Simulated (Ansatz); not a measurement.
An Ansatz input (plane waves, PAW) for SiC that has something wrong with it:

```yaml
crystal:
  lattice:
    - [3.091936604507, 2.886742112412e-11, 0.0]
    - [-1.545968302278, 2.67769564638, 0.0]
    - [0.0, 0.0, 5.0743114968]
  atoms:
    - { symbol: Si, position: [0.3333333333333, 0.6666666666667, 0.0045824632] }
    - { symbol: Si, position: [0.6666666666667, 0.3333333333333, 0.5045824632] }
    - { symbol: C, position: [0.3333333333333, 0.6666666666667, 0.3804175368] }
    - { symbol: C, position: [0.6666666666667, 0.3333333333333, 0.8804175368] }
basis:
  ecutwfc: 420
  ecutrho_ratio: 4
kpoints:
  mp_grid: { grid: [12, 12, 8] }
hamiltonian:
  xc: pbe
scf:
  occupations: { method: gaussian, width: 0.05 }
  mixing: { algorithm: anderson, beta: 1.5, ndim: 1, preconditioner: none }
  max_iter: 80
output:
  forces: true
  stress: true
```

Launched as:
```sh
ansatz run input.yaml --threads 4 --pin off --max-ram 7168MiB --backend cpu --events-out ev --progress --plain --runs-dir out
```

**Question.** What is wrong with it?

**Answer.** Mixing far too strong. Against the sound input: scf.mixing: {"algorithm": "anderson", "beta": 1.5, "ndim": 1, "preconditioner": "none"} (the cap on iterations is only a precaution).

What the program printed:

```
Error: invalid value for `scf.mixing.beta`: must be finite and in (0, 1]; got 1.5
```

The input was refused before any iteration. It ran for 0.02 s on 4 threads of Intel(R) Xeon(R) 6975P-C (Granite Rapids) (shared host), peak memory 0.037 GiB. The run before the change (PBE, 420 eV, 12×12×8 mesh) gave:

| run | P (GPa) | gap on the mesh (eV) | cell moment (μB) | largest force component (eV/Å) |
| --- | --- | --- | --- | --- |
| sound | 0.0 | 2.31 | – | 0.000 |

The chain of runs began from a cell as deposited in COD, expanded in volume.

Of that run: Semilocal functionals underestimate band gaps, commonly by a third or more.
